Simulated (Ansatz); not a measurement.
# Pb (Fd-3m) in Ansatz: a series of runs

One crystal, Pb, is run at these levels: PBE+D3(BJ)-ATM, PBE+D4; tasks: relaxation of cell and atoms.

Everything below comes from runs of Ansatz 0.2.0. Logs are shortened: lines on timing, memory, paths and dates and some standing lists are left out, and cuts for length are marked.

## Step 1: The crystal as given

It takes space group Fd-3m (No. 227, cubic). Conventional cell: a = 6.878 Å, b = 6.878 Å, c = 6.878 Å, α = 90.00°, β = 90.00°, γ = 90.00°. Around Pb (site symmetry -43m) lie 4 Pb at 2.98 Å.

This isn't the form of Pb at room conditions, which is fcc.

## Step 2: Relaxation of cell and atoms, PBE+D3(BJ)-ATM

input.yaml

```yaml
crystal:
  lattice:
    - [0.0, 3.4390000555, 3.4390000555]
    - [3.4390000555, 0.0, 3.4390000555]
    - [3.4390000555, 3.4390000555, 0.0]
  atoms:
    - { symbol: Pb, position: [0.25, 0.25, 0.25] }
    - { symbol: Pb, position: [0.0, 0.0, 0.0] }
hamiltonian:
  xc: pbe
  pseudopotentials: { kind: paw }
  dispersion: d3bjatm
kpoints:
  mp_grid: { grid: [7, 7, 7] }
scf:
  occupations: { method: fermi_dirac, width: 0.05 }
output:
  forces: true
  stress: true
  eigenvalues: true
relax:
  f_tol: 0.01
  max_steps: 40
  cell: { stress_tol: 0.05 }
```

Potentials or basis: Ansatz PAW.

On the command line:

```bash
ansatz run input.yaml --threads 2 --pin off --max-ram 5632MiB --backend cpu --events-out ev --progress --plain --runs-dir out
```

What it wrote:

```text
Warning: RAYON_NUM_THREADS=2 ignored (pool sized by the plan → 2); use --threads N
Engine: ansatz 0.2.0, x86_64-unknown-linux-gnu
Pseudopotentials: kind: paw
Pseudopotential: Pb, paw, valence charge 14, recommended cutoff 420 eV (normal), Pb.paw.azcp
Functional definition: PBE
  parameter kappa = 0.804
  parameter beta = 0.06672455060314922
  exchange = pbe_x(kappa = kappa, mu = beta*pi^2/3)
  correlation = pbe_c(beta = beta)
Crystal: 2 atoms, lattice volume = 81.344 Å³
Basis set: ecut = 420 eV, 1639 PW (Γ), exchange–correlation on 72×72×72 points (8 copies of the dense FFT grid, shifted against one another)
Bands: 18, of which v1, the nominal top of the filled ones, is band 14 counted from 1 (13 counted from 0)
Symmetry: 48 space group operations
Space group: Fd-3m (ITA 227), of the structure as read, at distance tolerance 4.3e-5 Å
k-points: 20 of 343
Non-local potential: Pb, projectors of the file, l = 0: 2, l = 1: 2, l = 2: 2, l = 3: 2
PAW form: soft (Blöchl's): semilocal exchange-correlation on the pseudo side does not see the compensation charge
PAW one-centre angular grid: Pb, 590 points (default); XC on 64 Gauss nodes
Initial density: superposition of atomic densities (neutral atoms: chi_scale 0, normalization atom), corrected by the library's trained network
Initial wavefunctions: pseudopotential atomic-orbital guess
Functional: x = pbe(κ = 0.804, μ = 0.2195149727645171), c = pbe(β = 0.06672455060314922)
SCF iter   1: F=—  HF=-23812.857913 eV  |F-HF|=—  |Δ(HF+E_count)|=         —  Δρ=1.01e-3  dr2=7.61e-4  ethr=1.77e-3  ⟨swp⟩=6.2  Hψ=1869  notcnv=0
preconditioner: auto → Kerker (q_TF=auto, 2.284 Å⁻¹)  [metal: Δε(μ)=0.060 eV  Ē_g=16.760 eV  σ=0.050 eV  W_gap=0.29  n_scr=14 (ndim 8)  ℏωp=21.8 eV  f_vac=0.119  D(μ)=0.82/eV (n_scr^D=0)]
SCF iter   2: F=—  HF=-23812.856747 eV  |F-HF|=—  |Δ(HF+E_count)|=   1.17e-3  Δρ=6.28e-4  dr2=4.43e-4  ethr=2.72e-6  ⟨swp⟩=2.4  Hψ=818  notcnv=0
SCF iter   3: F=—  HF=-23812.857086 eV  |F-HF|=—  |Δ(HF+E_count)|=   3.40e-4  Δρ=4.00e-4  dr2=9.67e-5  ethr=1.58e-6  ⟨swp⟩=2.0  Hψ=644  notcnv=0
SCF iter   4: F=—  HF=-23812.857075 eV  |F-HF|=—  |Δ(HF+E_count)|=   1.11e-5  Δρ=2.17e-4  dr2=3.63e-5  ethr=3.45e-7  ⟨swp⟩=2.0  Hψ=616  notcnv=0
SCF iter   5: F=—  HF=-23812.857100 eV  |F-HF|=—  |Δ(HF+E_count)|=   2.47e-5  Δρ=1.02e-4  dr2=9.62e-6  ethr=1.30e-7  ⟨swp⟩=2.0  Hψ=638  notcnv=0
SCF iter   6: F=—  HF=-23812.857104 eV  |F-HF|=—  |Δ(HF+E_count)|=   4.49e-6  Δρ=4.31e-5  dr2=1.53e-6  ethr=3.43e-8  ⟨swp⟩=2.0  Hψ=439  notcnv=0
SCF iter   7: F=-23812.857104 eV  HF=-23812.857104 eV  |F-HF|=4.33e-9  |Δ(HF+E_count)|=   2.14e-8  Δρ=6.51e-6  dr2=2.95e-8  ethr=3.57e-10  ⟨swp⟩=4.3  Hψ=1818  notcnv=0
SCF 1 converged in 7 iterations: F = -23812.857104 eV  dr2 = 2.95e-8
relax step   1: F+E_penalty+E_count = -23812.85710416 eV  Δ(F+E_penalty+E_count) = +0.000e0 eV  max|allowed force component| = 6.939e-18 eV/Å  Δτ_max = 0.0000 Å  P = +1.196 GPa  Ω = 81.344 Å³  (7 SCF iters, dr2 threshold 1.00e-7 eV, accepted)
Crystal: 2 atoms, lattice volume = 85.066 Å³
Basis set: ecut = 420 eV, 1687 PW (Γ), exchange–correlation on 72×72×72 points (8 copies of the dense FFT grid, shifted against one another)
Initial density: handed on by an earlier stage of this run
Initial wavefunctions: those handed on with the density
iter 1 solved again at ethr=2.43e-6 eV; its pass at ethr=3.10e-3 eV (dr2=6.81e-4 eV) is discarded
SCF iter   1: F=—  HF=-23812.868113 eV  |F-HF|=—  |Δ(HF+E_count)|=         —  Δρ=9.17e-4  dr2=6.77e-4  ethr=2.43e-6  ⟨swp⟩=2.0  Hψ=2607  notcnv=0
preconditioner: auto → Kerker (q_TF=auto, 2.267 Å⁻¹)  [metal: Δε(μ)=0.049 eV  Ē_g=16.637 eV  σ=0.050 eV  W_gap=0.24  n_scr=14 (ndim 8)  ℏωp=21.3 eV  f_vac=0.139  D(μ)=0.83/eV (n_scr^D=0)]
SCF iter   2: F=—  HF=-23812.868221 eV  |F-HF|=—  |Δ(HF+E_count)|=   1.08e-4  Δρ=6.28e-4  dr2=3.88e-4  ethr=2.42e-6  ⟨swp⟩=1.0  Hψ=360  notcnv=0
SCF iter   3: F=—  HF=-23812.868378 eV  |F-HF|=—  |Δ(HF+E_count)|=   1.57e-4  Δρ=1.66e-4  dr2=7.02e-5  ethr=1.39e-6  ⟨swp⟩=1.8  Hψ=375  notcnv=0
SCF iter   4: F=—  HF=-23812.868420 eV  |F-HF|=—  |Δ(HF+E_count)|=   4.15e-5  Δρ=8.73e-5  dr2=1.88e-5  ethr=2.51e-7  ⟨swp⟩=1.9  Hψ=399  notcnv=0
SCF iter   5: F=—  HF=-23812.868441 eV  |F-HF|=—  |Δ(HF+E_count)|=   2.15e-5  Δρ=2.26e-5  dr2=4.83e-7  ethr=6.71e-8  ⟨swp⟩=2.0  Hψ=442  notcnv=0
SCF iter   6: F=-23812.868442 eV  HF=-23812.868442 eV  |F-HF|=6.99e-8  |Δ(HF+E_count)|=   1.11e-6  Δρ=4.92e-6  dr2=2.27e-8  ethr=7.14e-10  ⟨swp⟩=7.0  Hψ=1725  notcnv=0
SCF 2 converged in 6 iterations: F = -23812.868442 eV  dr2 = 2.27e-8
relax step   2: F+E_penalty+E_count = -23812.86844231 eV  Δ(F+E_penalty+E_count) = -1.134e-2 eV  max|allowed force component| = 1.110e-16 eV/Å  Δτ_max = 0.0000 Å  P = -0.121 GPa  Ω = 85.066 Å³  energy of the carried Pulay correction = -3.525e-4 eV  (6 SCF iters, dr2 threshold 2.00e-7 eV, accepted)
Crystal: 2 atoms, lattice volume = 84.710 Å³
iter 1 solved again at ethr=1.57e-7 eV; its pass at ethr=3.10e-3 eV (dr2=4.41e-5 eV) is discarded
SCF iter   1: F=—  HF=-23812.868619 eV  |F-HF|=—  |Δ(HF+E_count)|=         —  Δρ=8.42e-5  dr2=5.68e-6  ethr=1.57e-7  ⟨swp⟩=3.0  Hψ=2169  notcnv=0
preconditioner: auto → Kerker (q_TF=auto, 2.269 Å⁻¹)  [metal: Δε(μ)=0.049 eV  Ē_g=16.646 eV  σ=0.050 eV  W_gap=0.24  n_scr=14 (ndim 8)  ℏωp=21.3 eV  f_vac=0.127  D(μ)=0.83/eV (n_scr^D=0)]
SCF iter   2: F=—  HF=-23812.868622 eV  |F-HF|=—  |Δ(HF+E_count)|=   3.36e-6  Δρ=5.74e-5  dr2=3.16e-6  ethr=2.03e-8  ⟨swp⟩=1.4  Hψ=412  notcnv=0
SCF iter   3: F=—  HF=-23812.868623 eV  |F-HF|=—  |Δ(HF+E_count)|=   9.18e-7  Δρ=1.53e-5  dr2=5.90e-7  ethr=1.13e-8  ⟨swp⟩=1.1  Hψ=363  notcnv=0
SCF iter   4: F=—  HF=-23812.868623 eV  |F-HF|=—  |Δ(HF+E_count)|=   2.71e-7  Δρ=8.28e-6  dr2=1.57e-7  ethr=2.11e-9  ⟨swp⟩=1.9  Hψ=389  notcnv=0
SCF iter   5: F=-23812.868624 eV  HF=-23812.868623 eV  |F-HF|=1.12e-8  |Δ(HF+E_count)|=   1.68e-7  Δρ=2.14e-6  dr2=5.04e-9  ethr=1.30e-10  ⟨swp⟩=4.0  Hψ=1658  notcnv=0
SCF 3 converged in 5 iterations: F = -23812.868624 eV  dr2 = 5.04e-9
relax step   3: F+E_penalty+E_count = -23812.86862351 eV  Δ(F+E_penalty+E_count) = -1.812e-4 eV  max|allowed force component| = 5.782e-17 eV/Å  Δτ_max = 0.0000 Å  P = -0.012 GPa  Ω = 84.710 Å³  energy of the carried Pulay correction = -3.199e-4 eV  (5 SCF iters, dr2 threshold 3.65e-8 eV, accepted)
Initial wavefunctions: pseudopotential atomic-orbital guess (no wavefunctions were taken with the density)
iter 1 solved again at ethr=2.47e-7 eV; its pass at ethr=3.10e-3 eV (dr2=6.92e-5 eV) is discarded
SCF iter   1: F=—  HF=-23812.868919 eV  |F-HF|=—  |Δ(HF+E_count)|=         —  Δρ=5.57e-5  dr2=4.10e-7  ethr=2.47e-7  ⟨swp⟩=3.0  Hψ=2901  notcnv=0
preconditioner: auto → Kerker (q_TF=auto, 2.269 Å⁻¹)  [metal: Δε(μ)=0.049 eV  Ē_g=16.647 eV  σ=0.050 eV  W_gap=0.24  n_scr=14 (ndim 8)  ℏωp=21.3 eV  f_vac=0.127  D(μ)=0.83/eV (n_scr^D=0)]
SCF iter   2: F=—  HF=-23812.868936 eV  |F-HF|=—  |Δ(HF+E_count)|=   1.73e-5  Δρ=2.84e-5  dr2=9.65e-8  ethr=1.47e-9  ⟨swp⟩=2.5  Hψ=657  notcnv=0
SCF iter   3: F=—  HF=-23812.868945 eV  |F-HF|=—  |Δ(HF+E_count)|=   8.91e-6  Δρ=3.69e-6  dr2=4.86e-9  ethr=3.45e-10  ⟨swp⟩=2.8  Hψ=635  notcnv=0
SCF iter   4: F=—  HF=-23812.868945 eV  |F-HF|=—  |Δ(HF+E_count)|=   8.58e-8  Δρ=4.05e-7  dr2=3.99e-10  ethr=1.74e-11  ⟨swp⟩=3.0  Hψ=641  notcnv=0
SCF iter   5: F=—  HF=-23812.868945 eV  |F-HF|=—  |Δ(HF+E_count)|=  9.79e-10  Δρ=2.01e-7  dr2=9.63e-11  ethr=1.42e-12  ⟨swp⟩=2.0  Hψ=434  notcnv=0
SCF iter   6: F=-23812.868945 eV  HF=-23812.868945 eV  |F-HF|=1.46e-11  |Δ(HF+E_count)|=  1.42e-10  Δρ=6.39e-8  dr2=2.89e-12  ethr=1.00e-12  ⟨swp⟩=5.1  Hψ=1852  notcnv=0
SCF 4 converged in 6 iterations: F = -23812.868945 eV  dr2 = 2.89e-12
relax step   4: F+E_penalty+E_count = -23812.86894531 eV  Δ(F+E_penalty+E_count) = -3.218e-4 eV  max|allowed force component| = 5.320e-17 eV/Å  Δτ_max = 0.0000 Å  P = -0.013 GPa  Ω = 84.710 Å³  stress off target by 1.29e-2 GPa  SCF on the basis re-selected at this cell (its energy is not comparable with the rows above)  (6 SCF iters)
basis re-selected at this cell: Δ(F+E_penalty+E_count) = -3.218e-4 eV, ΔP = -0.000 GPa vs the last step (what re-selecting the basis moved, of the pressure what is left beyond the Pulay correction that the steps carried, after the strain that the cell walked since its last selection, with what the two solves' SCF thresholds leave and, on support functions, any second-order correction that the steps lacked; it is no measure of the basis error at this ecutwfc). This SCF's stress stands 1.29e-2 GPa from its target on what of the cell is left free (relax.cell.stress_tol is 5.00e-2 GPa) and its largest allowed force component is 5.32e-17 eV/Å (relax.f_tol is 1.00e-2 eV/Å): within both
SCF converged after 6 iterations
Free energy (F): -23812.868945 eV
Harris-Foulkes:  -23812.868945 eV  (|F-HF|=1.46e-11)
Internal energy: -23812.862774 eV  (E = F + TS)
E sigma→0 (E₀):  -23812.865860 eV
Entropy (-TS):   -0.006171 eV (-3.086 meV/atom)
Fermi energy:    6.611833 eV
--- Per-component energies (eV) ---
  E_band       = -191.582270
  E_kinetic    = 579.801450
  E_local      = -2780.225228  (includes V_loc(G=0)·N_el)
  E_nonlocal   = 699.565932
  E_hartree    = 1124.538495
  E_xc         = -439.459406
  E_vxc        = -262.530075  (∫ρ·V_xc dr)
  E_paw        = -20815.763162  (= ΣΔE_a)
  E_vpaw       = -677.271356  (= ΣTr[D̂ρ^β])
  E_aug_tail   = 0.000094  (compensation charges beyond the density's cutoff)
  E_ewald      = -2180.753079
  E_disp       = -0.567871  (pairwise vdW)
  E_smearing   = -0.006171  (= −TS)
  E_closure    = 0.000000  (closes the sum)
  Σ components = -23812.868945   (vs F -23812.868945, Δ=0.00e0)
--- Forces (eV/Å), atoms counted from 1 ---
  atom   1  Pb     0.00000000    -0.00000000     0.00000000
  atom   2  Pb     0.00000000     0.00000000    -0.00000000
  max |Σ_I F_I| component: 4.63e-18 eV/Å
--- Stress (GPa, compression-positive) ---
       -0.012870      -0.000000      -0.000000
       -0.000000      -0.012870      -0.000000
       -0.000000      -0.000000      -0.012870
  P = ⅓ Tr σ = -0.0129 GPa (-0.129 kbar)
--- Band table (eV; the first three rows and the last of 20) ---
  k-point 0: bands = ["-10.5186", "-10.5186", "-10.5186", "-10.4487", "-10.4487", "-10.0600", "-10.0600", "-10.0600", "-10.0428", "-10.0428", "-4.2877", "2.4925", "6.9908", "6.9908", "6.9908", "8.9872", "8.9872", "8.9872"]
  k-point 1: bands = ["-10.5352", "-10.5352", "-10.5142", "-10.4247", "-10.4247", "-10.0901", "-10.0901", "-10.0702", "-10.0170", "-10.0170", "-4.1232", "1.9379", "6.6307", "6.6848", "6.6848", "9.3647", "9.3718", "9.3718"]
  k-point 2: bands = ["-10.5540", "-10.5540", "-10.5040", "-10.3914", "-10.3914", "-10.1185", "-10.1185", "-10.0933", "-9.9959", "-9.9959", "-3.6675", "0.7649", "6.0320", "6.2182", "6.2182", "9.8960", "9.8960", "10.7594"]
  k-point 19: bands = ["-10.6083", "-10.5926", "-10.3970", "-10.3124", "-10.2806", "-10.2416", "-10.2318", "-10.1688", "-9.9478", "-9.9318", "-2.1249", "-1.3694", "4.0740", "4.7394", "8.3970", "9.7700", "10.9502", "11.2374"]
--- Relaxed structure (3 steps of the walk, 3 accepted, 1 SCFs on fresh bases) ---
  F+E_penalty+E_count = -23812.86894531 eV   max|allowed force component| = 5.320e-17 eV/Å   (the final SCF, on the basis selected at the relaxed cell)
  cell:  # Å, volume = 84.7103 Å³
    - [-5.859677837829928e-34, 3.485796865357462, 3.485796865357462]
    - [3.485796865357462, -7.260905146876215e-34, 3.485796865357462]
    - [3.485796865357462, 3.485796865357462, 3.694144723849303e-34]
  atoms:
    - { symbol: Pb, position: [0.24999999999999997, 0.24999999999999997, 0.24999999999999997] }
    - { symbol: Pb, position: [-2.2823982219300915e-35, 3.215775130578819e-35, 3.084519002800092e-35] }
```

Wall time 3.8 s (2 threads of AMD EPYC 7R43 (Zen 3), shared host); peak memory 0.41 GiB.

Results:

```
Free energy                            : -23812.8689 eV
Relaxed volume                         : 42.36 Å³/atom
Relaxed cell                           : a = 4.930 Å, b = 4.930 Å, c = 4.930 Å, α = 60.00°, β = 60.00°, γ = 60.00°
Space group after relaxing (to 0.05 Å) : Fd-3m (No. 227)
Energy gained by relaxing              : 5.9 meV/atom
Ionic steps                            : 4
Pressure after relaxing                : 0.0 GPa
Band gap on the k mesh                 : none (metal or under the smearing width)
```

The path:
```csv
step,energy change (eV),largest force (eV/Å),volume (Å³)
1,0.0000,0.0000,81.34
2,-0.0113,0.0000,85.07
3,-0.0115,0.0000,84.71
4,-0.0118,0.0000,84.71
```

Final structure:
```
Pb
1.0
     0.00000    3.48580    3.48580
     3.48580    0.00000    3.48580
     3.48580    3.48580    0.00000
Pb
2
Direct
  0.25000 0.25000 0.25000
  0.00000 0.00000 0.00000
```

Levels at points of the mesh, in eV from the Fermi level:
```csv
k point,band 11,band 12,band 13,band 14,band 15,band 16,band 17,band 18
"(0.00, 0.00, 0.00)",-10.90,-4.12,0.38,0.38,0.38,2.38,2.38,2.38
```

Caveat: the plane-wave basis is chosen anew once the cell has moved, so the energies of steps on either side of that aren't comparable; pairwise dispersion overbinds metals, which lowers pressure and volume. The run has no spin-orbit coupling, so splittings on Pb are missing.

## Step 3: Relaxation of cell and atoms, PBE+D4

Changes to input.yaml since step 2:

```diff
@@ -11,3 +11,3 @@
   pseudopotentials: { kind: paw }
-  dispersion: d3bjatm
+  dispersion: d4
 kpoints:
```

Potentials or basis: Ansatz PAW.

On the command line:

```bash
ansatz run input.yaml --threads 2 --pin off --max-ram 5632MiB --backend cpu --events-out ev --progress --plain --runs-dir out
```

Run time: 3.9 s. Hardware: 2 threads of AMD EPYC 7R43 (Zen 3), shared host; peak memory 0.41 GiB.

Results (log left out):

```
Free energy                            : -23812.9258 eV
Relaxed volume                         : 42.10 Å³/atom
Relaxed cell                           : a = 4.920 Å, b = 4.920 Å, c = 4.920 Å, α = 60.00°, β = 60.00°, γ = 60.00°
Space group after relaxing (to 0.05 Å) : Fd-3m (No. 227)
Energy gained by relaxing              : 4.3 meV/atom
Ionic steps                            : 4
Pressure after relaxing                : 0.0 GPa
Band gap on the k mesh                 : none (metal or under the smearing width)
```

The path:
```csv
step,energy change (eV),largest force (eV/Å),volume (Å³)
1,0.0000,0.0000,81.34
2,-0.0082,0.0000,84.53
3,-0.0084,0.0000,84.19
4,-0.0087,0.0000,84.19
```

Final structure:
```cif
data_structure
_symmetry_space_group_name_H-M 'P 1'
_symmetry_Int_Tables_number 1
_cell_length_a 4.9196
_cell_length_b 4.9196
_cell_length_c 4.9196
_cell_angle_alpha 60.000
_cell_angle_beta 60.000
_cell_angle_gamma 60.000
_cell_volume 84.19
loop_
_atom_site_label
_atom_site_type_symbol
_atom_site_fract_x
_atom_site_fract_y
_atom_site_fract_z
_atom_site_occupancy
Pb1 Pb 0.25000 0.25000 0.25000 1
Pb2 Pb 0.00000 0.00000 0.00000 1
```

Levels at points of the mesh, in eV from the Fermi level:
| k point | band 11 | band 12 | band 13 | band 14 | band 15 | band 16 | band 17 | band 18 |
| --- | --- | --- | --- | --- | --- | --- | --- | --- |
| (0.00, 0.00, 0.00) | -10.93 | -4.09 | 0.38 | 0.38 | 0.38 | 2.38 | 2.38 | 2.38 |

Caveat: the plane-wave basis is chosen anew once the cell has moved, so the energies of steps on either side of that aren't comparable; pairwise dispersion overbinds metals, which lowers pressure and volume.
